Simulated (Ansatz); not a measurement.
Runs of Ansatz 0.2.0 on Sb. The structure is trigonal, space group R-3m (No. 166). The conventional cell has a = 4.308 Å, b = 4.308 Å, c = 11.274 Å, α = 90.00°, β = 90.00°, γ = 120.00°. Sb (site symmetry 3m) has 3 Sb at 2.91 Å as nearest neighbours. 

| task | level | cell | k mesh | cutoff (eV) | smearing | atoms under strain | q mesh | points for each segment of the path | gap on the mesh (eV) | pressure (GPa) | largest force (eV/Å) |
| --- | --- | --- | --- | --- | --- | --- | --- | --- | --- | --- | --- |
| relaxation of cell and atoms | r2SCAN+D3(BJ) | relaxed | 8 × 8 × 8 | 500 | fermi-dirac 0.05 eV | - | - | - | none | 0.0 | 0.01 |
| elastic constants | r2SCAN | as given | 6 × 6 × 6 | 500 | fermi-dirac 0.05 eV | relaxed | - | - | none | (a) | - |
| phonons | PBEsol | as given | 6 × 6 × 6 | 420 | fermi-dirac 0.05 eV | - | 2 × 2 × 2 | 8 | none | - | - |
| single point | PBE | as given | 8 × 8 × 8 | 420 | gaussian 0.028 eV | - | - | - | none | 2.7 | 0.14 |
| elastic constants | PBEsol | as given | 6 × 6 × 6 | 420 | fermi-dirac 0.05 eV | relaxed | - | - | none | 0.0 | - |

Alike in all rows: potentials or basis Ansatz PAW; no spin polarisation.

Task: Fill in the values left out.

Result: (a) 2.0.

Caveats: the PAW data sets come from PBE, with cores solved anew for the run's functional, which leaves a small shift of forces and pressure (some runs); elastic constants of metals need much finer meshes, so these are rough (some runs); the plane-wave basis is chosen anew once the cell has moved, so the energies of steps on either side of that aren't comparable (some runs); pairwise dispersion overbinds metals, which lowers pressure and volume (some runs); the dispersion damping was fitted for another functional or another form of the correction (some runs); some levels weren't fully converged (some runs).

A k mesh can miss the band edges, and the runs leave out spin-orbit coupling on Sb.

A gap of «none» marks a metal or a gap under the smearing width.
